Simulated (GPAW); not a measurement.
The system is Ti2O.

```
Ti O
1.0
     2.91940    0.00000    0.00000
    -1.45970    2.52827    0.00000
     0.00000    0.00000    4.71300
Ti O
2 1
Direct
  0.33333 0.66667 0.72126
  0.66667 0.33333 0.27874
  0.00000 0.00000 0.00000
```

- Program: GPAW 26.7.0
- Task: relaxation of cell and atoms
- Functional: PBEsol
- Dispersion: D3
- Potentials or basis: PAW data sets generated in the run's folder for this functional
- Cutoff: 800 eV
- Basis: pw
- k mesh: 8 × 8 × 4
- Occupations: fermi-dirac, width 0.05 eV
- Spin: no spin polarisation

At the start: pressure 0.5 GPa; volume 11.60 Å³/atom.

Q: How do energy, volume and symmetry change on relaxing?

A: Over 9 steps the energy falls by 28.2 meV/atom and the volume is 11.68 Å³/atom (+0.7 %); space group P-3m1 (No. 164, to 0.05 Å).

The path:
| step | energy change (eV) | largest force (eV/Å) | pressure (GPa) | volume (Å³) |
| --- | --- | --- | --- | --- |
| 1 | 0.0000 | 1.2853 | 0.52 | 34.79 |
| 2 | -0.0410 | 0.8921 | 0.43 | 34.81 |
| 3 | -0.0805 | 0.0467 | 0.75 | 34.86 |
| 4 | -0.0812 | 0.0108 | 0.62 | 34.89 |
| 5 | -0.0835 | 0.0533 | -0.07 | 35.02 |
| 6 | -0.0843 | 0.0388 | -0.43 | 35.09 |
| 7 | -0.0847 | 0.0058 | -0.51 | 35.10 |
| 8 | -0.0848 | 0.0106 | -0.39 | 35.07 |
| 9 | -0.0847 | 0.0145 | -0.16 | 35.04 |

Final structure:
```xyz
3
Lattice="2.9355 0.0000 0.0000 -1.4678 2.5422 0.0000 0.0000 0.0000 4.6949" Properties=species:S:1:pos:R:3 pbc="T T T"
Ti    0.0000    1.6948    3.4527
Ti    1.4678    0.8474    1.2421
O     0.0000    0.0000    0.0000
```

Caveat: later steps reuse the first step's grids; pairwise dispersion overbinds metals, which lowers pressure and volume.
